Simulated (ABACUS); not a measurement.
# C (R-3m) in ABACUS: further runs

One crystal, C, is run at these levels: PBE; tasks: equation of state.

Program: ABACUS 3.10.1. These are calculated values, not measurements. Logs are shortened: lines on timing, memory, paths and dates and some standing lists are left out, and cuts for length are marked.

### 1 The crystal as given

It takes space group R-3m (No. 166, trigonal). The conventional cell has a = 2.466 Å, b = 2.466 Å, c = 24.848 Å, α = 90.00°, β = 90.00°, γ = 120.00°. C (site symmetry 3m) has 3 C at 1.42 Å as nearest neighbours. C (site symmetry 3m) is surrounded by 3 C at 1.42 Å.

This isn't the form of C at room conditions, which is graphite.

### 2 Equation of state, PBE, 10.25 Å³/atom (volume scaled by 0.94)

Input file INPUT:

```
INPUT_PARAMETERS
suffix              C
calculation         scf
basis_type          lcao
pseudo_dir          ./
orbital_dir         ./
symmetry            1
dft_functional      pbe
ecutwfc             100
pseudo_rcut         10
nspin               1
nbands              12
ks_solver           genelpa
smearing_method     fd
smearing_sigma      0.00367493
scf_thr             1e-07
scf_nmax            100
mixing_type         broyden
mixing_beta         0.7
cal_force           1
cal_stress          1
out_mul             1
```

Input file STRU:

```
ATOMIC_SPECIES
C 12.0110 C.upf

NUMERICAL_ORBITAL
C_confined-atom_6au_2s2p1d.orb

LATTICE_CONSTANT
1.8897261246

LATTICE_VECTORS
1.2080139297 0.6974471676 8.1135346977
-1.2080139297 0.6974471676 8.1135346977
0.0000000000 -1.3948943350 8.1135346977

ATOMIC_POSITIONS
Direct

C
0.0
4
0.0871730800 0.0871730800 0.0871730800 1 1 1
0.7538500600 0.7538500600 0.7538500600 1 1 1
0.2461499400 0.2461499400 0.2461499400 1 1 1
0.9128269200 0.9128269200 0.9128269200 1 1 1
```

Input file KPT:

```
K_POINTS
0
Gamma
12 12 12 0 0 0
```

Potentials or basis: PseudoDojo NC SR 0.4.1 PBE standard, DZP LCAO (the cutoffs set its grid).

Started as:

```console
OMP_NUM_THREADS=1 mpirun -np 4 abacus > log
```

running log:

```text
ABACUS v3.10.1

               Atomic-orbital Based Ab-initio Computation at UStc

 ------------------------------------------------------------------------------------

 READING GENERAL INFORMATION
                           global_out_dir = OUT.C/
                           global_in_card = INPUT
                               pseudo_dir = ./
                              orbital_dir = ./
                                    DSIZE = 4
                                    GSIZE = 1

 READING UNITCELL INFORMATION
                                    ntype = 1
                  lattice constant (Bohr) = 1.88973
              lattice constant (Angstrom) = 1

 READING ATOM TYPE 1
                               atom label = C
                      L=0, number of zeta = 2
                      L=1, number of zeta = 2
                      L=2, number of zeta = 1
             number of atom for this type = 4

                        TOTAL ATOM NUMBER = 4
DIRECT COORDINATES
    atom                   x                   y                   z     mag                  vx                  vy                  vz
taud_C1            0.0871730800        0.0871730800        0.0871730800  0.0000        0.0000000000        0.0000000000        0.0000000000
taud_C2            0.7538500600        0.7538500600        0.7538500600  0.0000        0.0000000000        0.0000000000        0.0000000000
taud_C3            0.2461499400        0.2461499400        0.2461499400  0.0000        0.0000000000        0.0000000000        0.0000000000
taud_C4            0.9128269200        0.9128269200        0.9128269200  0.0000        0.0000000000        0.0000000000        0.0000000000

                          Volume (Bohr^3) = 276.784
                             Volume (A^3) = 41.0151

 Lattice vectors: (Cartesian coordinate: in unit of a_0)
             +1.20801           +0.697447            +8.11353
             -1.20801           +0.697447            +8.11353
                   +0            -1.39489            +8.11353
 Reciprocal vectors: (Cartesian coordinate: in unit of 2 pi/a_0)
            +0.413903           +0.238967          +0.0410836
            -0.413903           +0.238967          +0.0410836
                   +0           -0.477933          +0.0410836
 The esolver type has been set to : ksdft_lcao

                PAO radial cut off (Bohr) = 10

 Read in pseudopotential file is C.upf
                     pseudopotential type = NC
          exchange-correlation functional = PBE
                 nonlocal core correction = 1
                        valence electrons = 4
                                     lmax = 1
                           number of zeta = 2
                     number of projectors = 4
                           L of projector = 0
                           L of projector = 0
                           L of projector = 1
                           L of projector = 1
     initial pseudo atomic orbital number = 16

 SETUP THE ELECTRONS NUMBER
             electron number of element C = 4
       total electron number of element C = 16
            AUTOSET number of electrons:  = 16
                           occupied bands = 8
                                   NLOCAL = 52
                                   NBANDS = 12
                                   NBANDS = 12
                                   NLOCAL = 52

 SETUP THE PLANE WAVE BASIS
 energy cutoff for charge/potential (unit:Ry) = 400
            fft grid for charge/potential = [ 100, 100, 100 ]
                        fft grid division = [ 5, 5, 5 ]
        big fft grid for charge/potential = [ 20, 20, 20 ]
                                     nbxx = 2000
                                     nrxx = 250000

 SETUP PLANE WAVES FOR CHARGE/POTENTIAL
                    number of plane waves = 37537
                         number of sticks = 2239

 PARALLEL PW FOR CHARGE/POTENTIAL
     PROC   COLUMNS(POT)             PW
        1            560           9385
        2            559           9384
        3            559           9384
        4            561           9384
 --------------- sum -------------------
        4           2239          37537
                            number of |g| = 2769
                                  max |g| = 36.1804
                                  min |g| = 0

----------- Double Check Mixing Parameters Begin ------------
mixing_type: broyden
mixing_beta: 0.7
mixing_gg0: 1
mixing_gg0_min: 0.1
mixing_ndim: 8
----------- Double Check Mixing Parameters End ------------

 LATTICE VECTORS: (CARTESIAN COORDINATE: IN UNIT OF A0)
             +1.20801           +0.697447            +8.11353
             -1.20801           +0.697447            +8.11353
                   +0            -1.39489            +8.11353
                       right hand lattice = 1
                                   NORM_A = 8.23257
                                   NORM_B = 8.23257
[... 86 lines left out ...]
     PROC   COLUMNS(POT)             PW
        1            184           1735
        2            183           1734
        3            184           1734
        4            184           1734
 --------------- sum -------------------
        4            735           6937

 SET NONLOCAL PSEUDOPOTENTIAL PROJECTORS
 max number of nonlocal projetors among all species is 4

 -------------------------------------------
 SELF-CONSISTENT
 -------------------------------------------

 SETUP SEARCHING RADIUS FOR PROGRAM TO SEARCH ADJACENT ATOMS
                  longest orb rcut (Bohr) = 6
   longest nonlocal projector rcut (Bohr) = 1.3
                     search radius (Bohr) = 14.6
              searching radius is (Bohr)) = 14.6
         searching radius unit is (Bohr)) = 1.89
                         PeriodicBoundary = 1
                        Radius(unit:lat0) = 7.73
                                   glayer = [ 5, 5, 5 ]
                             glayer_minus = [ 4, 4, 4 ]

Find the coordinate range of the input atom(unit:lat0).
                                  min_tau = [ -9.66, -11.2, -95.2 ]
                                  max_tau = [ 9.66, 11.2, 120 ]
                                BoxNumber = [ 9, 9, 9 ]

 SETUP EXTENDED REAL SPACE GRID FOR GRID INTEGRATION
                          real space grid = [ 100, 100, 100 ]
                 big cell numbers in grid = [ 20, 20, 20 ]
             meshcell numbers in big cell = [ 5, 5, 5 ]
                        extended fft grid = [ 31, 31, 31 ]
                dimension of extened grid = [ 83, 83, 83 ]
                            UnitCellTotal = 125
              Atom number in sub-FFT-grid = 4
    Local orbitals number in sub-FFT-grid = 52
                                ParaV.nnr = 21220
                                 init_chg = atomic

 LCAO ALGORITHM --------------- ION=   1  ELEC=   1--------------------------------

 Density error is 0.163074382066
----------------------------------------------------------
     Energy           Rydberg                 eV
----------------------------------------------------------
 E_KohnSham     -48.0984538882       -654.4130378692
 E_Harris       -44.6624287650       -607.6635177231
 E_Fermi        0.2558255615         3.4806853311
----------------------------------------------------------
[... 89 lines left out ...]
 LCAO ALGORITHM --------------- ION=   1  ELEC=  10--------------------------------

 Density error is 4.31705108395e-08
----------------------------------------------------------
     Energy           Rydberg                 eV
----------------------------------------------------------
 E_KohnSham     -48.1222518676       -654.7368259902
 E_KS(sigma->0) -48.1221992987       -654.7361107544
 E_Harris       -48.1222513056       -654.7368183436
 E_band         -4.6729928583        -63.5793295858
 E_one_elec     -29.1354747710       -396.4084708215
 E_Hartree      21.7135020750        295.4273517551
 E_xc           -17.3053810207       -235.4517879425
 E_Ewald        -23.3947930132       -318.3024885097
 E_entropy(-TS) -0.0001051377        -0.0014304717
 E_descf        0.0000000000         0.0000000000
 E_exx          0.0000000000         0.0000000000
 E_Fermi        0.4030997565         5.4844535502
----------------------------------------------------------

 charge density convergence is achieved
 final etot is -654.73682599 eV
 EFERMI = 5.4844535502 eV

 STATE ENERGY(eV) AND OCCUPATIONS    NSPIN == 1
 1/189 kpoint (Cartesian) = 0.0000 0.0000 0.0000 (1163 pws)
       1       -14.4246     0.00115741
       2       -14.3745     0.00115741
       3       -2.85159     0.00115741
       4       -2.21523     0.00115741
       5        2.39003     0.00115741
       6        2.39003     0.00115741
       7        2.39327     0.00115741
       8        2.39327     0.00115741
       9        11.0892    2.40764e-52
      10        14.2275    1.32656e-79
      11        14.2275    1.32656e-79
      12        14.2386    1.06217e-79
[... 57 lines left out ...]
 6/189 kpoint (Cartesian) = 0.17246 0.099569 0.017118 (1149 pws)
       1       -10.5060     0.00694444
       2       -10.4763     0.00694444
       3       -6.64494     0.00694444
       4       -6.62062     0.00694444
       5       -1.08224     0.00694444
       6       -1.08184     0.00694444
       7        1.88570     0.00694444
       8        2.31591     0.00694444
       9        8.18348    2.50118e-26
      10        8.60661    5.28379e-30
      11        13.5577    5.22950e-73
      12        13.6184    1.55206e-73

[... levels at 183 further k points ...]

 correction force for each atom along direction 1 is -8.06299e-15
 correction force for each atom along direction 2 is -4.03236e-15
 correction force for each atom along direction 3 is 3.17269e-14
------------------------------------------------------------------------------------------
 TOTAL-FORCE (eV/Angstrom)
------------------------------------------------------------------------------------------
                        C1         0.0000000000         0.0000000000        -0.0130677863
                        C2         0.0000000000         0.0000000000        -0.0072743906
                        C3         0.0000000000         0.0000000000         0.0072743906
                        C4         0.0000000000         0.0000000000         0.0130677863
------------------------------------------------------------------------------------------

----------------------------------------------------------------
 TOTAL-STRESS (KBAR)
----------------------------------------------------------------
       288.2287108466         0.0000000000         0.0000000000
        -0.0000000000       288.2287108167        -0.0000000024
        -0.0000000000        -0.0000000024       -18.0257961806
----------------------------------------------------------------
 TOTAL-PRESSURE: 186.143875 KBAR

 --------------------------------------------
 !FINAL_ETOT_IS -654.7368259902290220 eV
 --------------------------------------------
```

Wall time 29 s (4 MPI ranks of AMD EPYC 7B13 (Zen 3), shared host); peak memory 0.64 GiB.

Results:

```
Free energy            : -654.7368 eV
Pressure               : 18.6 GPa
Largest force          : 0.013 eV/Å
Band gap on the k mesh : 0.20 eV, direct
```

Caveat: the atomic orbitals were generated for these runs and aren't a published set; the basis of atomic orbitals isn't converged, which shifts pressures, moduli and gaps.

### 3 Equation of state, PBE, 10.47 Å³/atom (volume scaled by 0.96)

INPUT is that of step 2.

Changes to STRU since step 2:

```diff
@@ -10,5 +10,5 @@
 LATTICE_VECTORS
-1.2080139297 0.6974471676 8.1135346977
--1.2080139297 0.6974471676 8.1135346977
-0.0000000000 -1.3948943350 8.1135346977
+1.2165213504 0.7023589292 8.1706741485
+-1.2165213504 0.7023589292 8.1706741485
+0.0000000000 -1.4047178582 8.1706741485
```

KPT is that of step 2.

Potentials or basis: PseudoDojo NC SR 0.4.1 PBE standard, DZP LCAO (the cutoffs set its grid).

Started as:

```console
OMP_NUM_THREADS=1 mpirun -np 4 abacus > log
```

Wall time 28 s (4 MPI ranks of AMD EPYC 7B13 (Zen 3), shared host); peak memory 0.68 GiB.

It converged, with:

| Item | Value |
| --- | --- |
| Free energy | -654.8225 eV |
| Pressure | 12.9 GPa |
| Largest force | 0.010 eV/Å |
| Band gap on the k mesh | 0.20 eV, direct |

Caveat: the atomic orbitals were generated for these runs and aren't a published set; the basis of atomic orbitals isn't converged, which shifts pressures, moduli and gaps.

### 4 Equation of state, PBE, 10.69 Å³/atom (volume scaled by 0.98)

INPUT is that of step 3.

Changes to STRU since step 3:

```diff
@@ -10,5 +10,5 @@
 LATTICE_VECTORS
-1.2165213504 0.7023589292 8.1706741485
--1.2165213504 0.7023589292 8.1706741485
-0.0000000000 -1.4047178582 8.1706741485
+1.2249114179 0.7072029369 8.2270254061
+-1.2249114179 0.7072029369 8.2270254061
+0.0000000000 -1.4144058737 8.2270254061
```

KPT is that of step 3.

Started as:

```console
OMP_NUM_THREADS=1 mpirun -np 4 abacus > log
```

Wall time 35 s (4 MPI ranks of AMD EPYC 7B13 (Zen 3), shared host); peak memory 0.8 GiB.

The run converged. Its results:

```
Free energy            : -654.8785 eV
Pressure               : 7.7 GPa
Largest force          : 0.007 eV/Å
Band gap on the k mesh : 0.19 eV, direct
```

Caveat: the atomic orbitals were generated for these runs and aren't a published set; the basis of atomic orbitals isn't converged, which shifts pressures, moduli and gaps.

### 5 Equation of state, PBE, 10.91 Å³/atom

INPUT is that of step 4.

Changes to STRU since step 4:

```diff
@@ -10,5 +10,5 @@
 LATTICE_VECTORS
-1.2249114179 0.7072029369 8.2270254061
--1.2249114179 0.7072029369 8.2270254061
-0.0000000000 -1.4144058737 8.2270254061
+1.2331880975 0.7119814801 8.2826151019
+-1.2331880975 0.7119814801 8.2826151019
+0.0000000000 -1.4239629601 8.2826151019
```

KPT is that of step 4.

Started as:

```console
OMP_NUM_THREADS=1 mpirun -np 4 abacus > log
```

Run time: 34 s. Hardware: 4 MPI ranks of AMD EPYC 7B13 (Zen 3), shared host; peak memory 0.8 GiB.

It converged, with:

```
Free energy            : -654.9075 eV
Pressure               : 3.0 GPa
Largest force          : 0.004 eV/Å
Band gap on the k mesh : 0.18 eV, direct
```

Caveat: the atomic orbitals were generated for these runs and aren't a published set; the basis of atomic orbitals isn't converged, which shifts pressures, moduli and gaps.

### 6 Equation of state, PBE, 11.13 Å³/atom (volume scaled by 1.02)

INPUT is that of step 5.

Changes to STRU since step 5:

```diff
@@ -10,5 +10,5 @@
 LATTICE_VECTORS
-1.2331880975 0.7119814801 8.2826151019
--1.2331880975 0.7119814801 8.2826151019
-0.0000000000 -1.4239629601 8.2826151019
+1.2413551441 0.7166967267 8.3374684561
+-1.2413551441 0.7166967267 8.3374684561
+0.0000000000 -1.4333934532 8.3374684561
```

KPT is that of step 5.

Potentials or basis: PseudoDojo NC SR 0.4.1 PBE standard, DZP LCAO (the cutoffs set its grid).

Started as:

```console
OMP_NUM_THREADS=1 mpirun -np 4 abacus > log
```

It took 32 s on 4 MPI ranks of AMD EPYC 7B13 (Zen 3), shared host; peak memory 0.8 GiB.

It converged, with:

| Item | Value |
| --- | --- |
| Free energy | -654.9117 eV |
| Pressure | -1.4 GPa |
| Largest force | 0.003 eV/Å |
| Band gap on the k mesh | 0.18 eV, direct |

Caveat: the atomic orbitals were generated for these runs and aren't a published set; the basis of atomic orbitals isn't converged, which shifts pressures, moduli and gaps.

### 7 Equation of state, PBE, 11.34 Å³/atom (volume scaled by 1.04)

INPUT is that of step 6.

Changes to STRU since step 6:

```diff
@@ -10,5 +10,5 @@
 LATTICE_VECTORS
-1.2413551441 0.7166967267 8.3374684561
--1.2413551441 0.7166967267 8.3374684561
-0.0000000000 -1.4333934532 8.3374684561
+1.2494161177 0.7213507319 8.3916093787
+-1.2494161177 0.7213507319 8.3916093787
+0.0000000000 -1.4427014637 8.3916093787
```

KPT is that of step 6.

Started as:

```console
OMP_NUM_THREADS=1 mpirun -np 4 abacus > log
```

It took 32 s on 4 MPI ranks of AMD EPYC 7B13 (Zen 3), shared host; peak memory 0.8 GiB.

Results (log left out):

```yaml
Free_energy: -654.8934 eV
Pressure: -5.3 GPa
Band_gap_on_the_k_mesh: 0.17 eV, direct
```

Caveat: the atomic orbitals were generated for these runs and aren't a published set; the basis of atomic orbitals isn't converged, which shifts pressures, moduli and gaps.

### 8 Equation of state, PBE, 11.56 Å³/atom (volume scaled by 1.06)

INPUT is that of step 7.

Changes to STRU since step 7:

```diff
@@ -10,5 +10,5 @@
 LATTICE_VECTORS
-1.2494161177 0.7213507319 8.3916093787
--1.2494161177 0.7213507319 8.3916093787
-0.0000000000 -1.4427014637 8.3916093787
+1.2573743967 0.7259454464 8.4450605611
+-1.2573743967 0.7259454464 8.4450605611
+0.0000000000 -1.4518908928 8.4450605611
```

KPT is that of step 7.

Started as:

```console
OMP_NUM_THREADS=1 mpirun -np 4 abacus > log
```

Run time: 31 s. Hardware: 4 MPI ranks of AMD EPYC 7B13 (Zen 3), shared host; peak memory 0.8 GiB.

The run converged. Its results:

* Free energy: -654.8544 eV
* Pressure: -8.9 GPa
* Band gap on the k mesh: 0.17 eV, direct

Caveat: the atomic orbitals were generated for these runs and aren't a published set; the basis of atomic orbitals isn't converged, which shifts pressures, moduli and gaps.

### 9 Equation of state, PBE

Potentials or basis: PseudoDojo NC SR 0.4.1 PBE standard, DZP LCAO (the cutoffs set its grid).

This step only gathers the single runs of the series.

Results:

```yaml
Equilibrium_volume: 11.06 Å³/atom
Bulk_modulus_at_fixed_shape_and_positions: 216 GPa
Pressure_derivative_of_the_bulk_modulus: 3.5
```

Energy against volume, from the lowest point:
| volume (Å³/atom) | energy (meV/atom) |
| --- | --- |
| 10.254 | 43.72 |
| 10.472 | 22.31 |
| 10.690 | 8.31 |
| 10.908 | 1.07 |
| 11.126 | 0.00 |
| 11.345 | 4.58 |
| 11.563 | 14.33 |

Caveat: the atomic orbitals were generated for these runs and aren't a published set; the cell was scaled at fixed shape and fractional positions, which overstates the stiffness of a crystal with free parameters, most of all of layers and chains; the basis of atomic orbitals isn't converged, which shifts pressures, moduli and gaps.
